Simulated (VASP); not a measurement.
A run of VASP 6.6.1:

File run.py:

```python
from ase.calculators.vasp import Vasp
from ase.filters import FrechetCellFilter
from ase.io import read
from ase.optimize import BFGSLineSearch

atoms = read('POSCAR')
calc = Vasp(
    directory='calc',
    xc='pbesol',
    pp='PBE',
    setups='recommended',
    prec='Accurate',
    encut=600,
    ediff=1e-07,
    ismear=-1,
    sigma=0.02,
    lreal=False,
    lasph=True,
    nelm=60,
    algo='Normal',
    isif=2,
    lwave=False,
    lcharg=False,
    lmaxmix=4,
    ldautype=2,
    ldauprint=1,
    ivdw=13,
    ldau_luj={'Cu': {'L': 2, 'U': 3, 'J': 0}},
    kpts=[13, 13, 13],
    gamma=True,
)
atoms.calc = calc
opt = BFGSLineSearch(FrechetCellFilter(atoms), trajectory='relax.traj')
converged = opt.run(fmax=0.02, steps=40)
print('converged:', converged)

print('energy (eV):', atoms.get_potential_energy())
print('free energy (eV):', atoms.get_potential_energy(force_consistent=True))
print('forces (eV/A):')
print(atoms.get_forces())
print('stress (eV/A^3, Voigt):', atoms.get_stress())
print('Fermi level (eV):', calc.get_fermi_level())
print('cell (A, degrees):', atoms.cell.cellpar())
print('volume (A^3):', atoms.get_volume())
print('scaled positions:')
print(atoms.get_scaled_positions())
```

File POSCAR:

```
Cu
1.0
   -1.4427933200      1.4427933200      1.3760814500
    1.4427933200     -1.4427933200      1.3760814500
    1.4427933200      1.4427933200     -1.3760814500
Cu
1
Direct
    0.0000000000      0.0000000000      0.0000000000
```

Potentials or basis: VASP PAW PBE potentials, release 64 (Cu).

Run with:

```sh
$ python run.py
```

Hardware: 1 thread of AMD EPYC 7R43 64-Core Processor (Zen 3), with other jobs on the host.

Problem. How long does it take, and how much memory?

Solution. Run time: 110 s on 1 thread of AMD EPYC 7R43 64-Core Processor (Zen 3), with other jobs on the host, peak memory 0.11 GiB. Counts: scf iterations 12, k points 196, ion steps 3.
